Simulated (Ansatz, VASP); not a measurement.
## Se: VASP beside Ansatz

The input INCAR:

```
PREC = Accurate
ENCUT = 520
EDIFF = 1E-6
ISMEAR = 1
SIGMA = 0.3
LREAL = F
LASPH = T
NELM = 100
ALGO = Normal
ISIF = 2
LWAVE = F
LCHARG = F
GGA = CA
NBANDS = 16
```

KPOINTS

```
Automatic mesh
0
Gamma
  9 9 6
```

The input POSCAR:

```
Se
1.0
    3.9534579885      0.0000000000      0.0000000000
   -1.9767289943      3.4237950508      0.0000000000
    0.0000000000      0.0000000000      5.1205317866
Se
3
Direct
    0.2543546533      1.0000000000      0.3333333333
    1.0000000000      0.2543546533      0.6666666667
    0.7456453467      0.7456453467      1.0000000000
```

Input for Ansatz:

```yaml
crystal:
  lattice:
    - [3.9534579885, 0.0, 0.0]
    - [-1.9767289943, 3.4237950508, 0.0]
    - [0.0, 0.0, 5.1205317866]
  atoms:
    - { symbol: Se, position: [0.2543546533, 1.0, 0.3333333333] }
    - { symbol: Se, position: [1.0, 0.2543546533, 0.6666666667] }
    - { symbol: Se, position: [0.7456453467, 0.7456453467, 1.0] }
hamiltonian:
  xc: lda
  pseudopotentials:
    kind: paw
    azcp:
      Se: "pseudopotentials/Se.paw.azcp"
basis:
  ecutwfc: 420
  fft_grid_basis: typed
kpoints:
  mp_grid: { grid: [9, 9, 6], shift: [0, 0, 0] }
magnetization:
  spin_polarized: false
scf:
  occupations: { method: cold, width: 0.3 }
  lower_state_search: "off"
output:
  stress: true
  write_density: true
  write_potential: true
  elf: true
  volumetric_format: npy
```

Alike in both runs: task single point; functional LDA; k mesh 9 × 9 × 6; no spin polarisation.

```csv
,VASP,Ansatz
version,VASP 6.6.1,Ansatz 0.2.0
potentials or method,"VASP PAW LDA potentials, release 64 (Se)","plane waves (420 eV) with PAW, scalar-relativistic"
plane-wave cutoff (eV),520,420
occupations,"methfessel-paxton of order 1, width 0.3 eV","cold, width 0.3 eV"
valence electrons in the cell,18,48
```

Ansatz gave:

- gap on the k mesh at the Fermi level (eV): 0.29
- pressure (GPa): 0.0
- largest component of the traceless stress (GPa): 0.02

Problem. Which values does VASP return?

Solution. gap on the k mesh at the Fermi level (eV): 0.28; pressure (GPa): 0.2; largest component of the traceless stress (GPa): 0.10.

The two sets of potentials don't hold the same shells in valence. Ansatz warned: «pseudo_functional_mismatch».

Caveats: an odd mesh through Γ misses points on the zone boundary, where band edges often lie.
